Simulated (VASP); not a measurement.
A run of VASP 6.6.1 is set up as follows.

Contents of INCAR:

```
SYSTEM = TaN
ALGO     = Fast           ! electronic algorithm
EDIFF    = 1E-7           ! SCF threshold, eV
ENCUT    = 520            ! plane-wave cutoff, eV
ISIF     = 2              ! what is computed and relaxed
ISMEAR   = 0              ! smearing method
ISPIN    = 2              ! spin polarisation
LASPH    = .True.         ! aspherical terms in the spheres
LCHARG   = .False.        ! write CHGCAR
LDAU     = .True.         ! DFT+U
LDAUJ    = 0.5 0        
LDAUL    = 2 -1           ! shell
LDAUPRINT= 1            
LDAUTYPE = 1            
LDAUU    = 6 0            ! U, eV
LMAXMIX  = 4              ! l up to which the mixer works
LORBIT   = 11             ! projections on sites
LREAL    = .False.        ! projectors in reciprocal space
LWAVE    = .False.        ! write WAVECAR
MAGMOM   = 2 2 2 2 0 0 0 0 ! initial moments
NBANDS   = 46             ! bands
NELM     = 150            ! most SCF steps
PREC     = Accurate       ! precision mode
SIGMA    = 0.05           ! smearing width, eV
```

File KPOINTS:

```
k-points
0
Gamma
  7 7 2
  0 0 0
```

The input POSCAR:

```
TaN
1.0
    3.0500020400      0.0000000000      0.0000000000
   -1.5250010200      2.6413792500      0.0000000000
    0.0000000000      0.0000000000      9.8800030600
Ta N
4 4
Direct
    0.3333333333      0.6666666667      0.0000000000
    0.6666666667      0.3333333333      0.2500000000
    0.3333333333      0.6666666667      0.5000000000
    0.6666666667      0.3333333333      0.7500000000
    0.3333333333      0.6666666667      0.1925000000
    0.6666666667      0.3333333333      0.4425000000
    0.3333333333      0.6666666667      0.6925000000
    0.6666666667      0.3333333333      0.9425000000
```

Potentials or basis: VASP PAW LDA potentials, release 64 (Ta_pv, N).

The run is started by

```console
$ cat potpaw_LDA.64/Ta_pv/POTCAR potpaw_LDA.64/N/POTCAR > POTCAR
$ mpirun -np 1 vasp_std > vasp.out
```

Problem. Predict the largest force.

Solution. 2.413 eV/Å.

Problem. What does it give for the net moment?

Solution. 0.00 μB per cell.

Problem. Predict the band gap on the k mesh.

Solution. None (metal or under the smearing width).

Problem. What does it give for the pressure?

Solution. 144.7 GPa.

Stress tensor (GPa, compression positive):
```
151.33   0.00   0.00
  0.00 151.33   0.00
  0.00   0.00 131.40
```

Caveat: a pressure of tens of GPa on the cell as given is suspect, and the run, the potentials or the cell itself is likely at fault; forces of over 1 eV/Å show positions far from the minimum, so gaps and moduli don't describe the material at rest. The state reached can hang on the start; a lower one may exist.
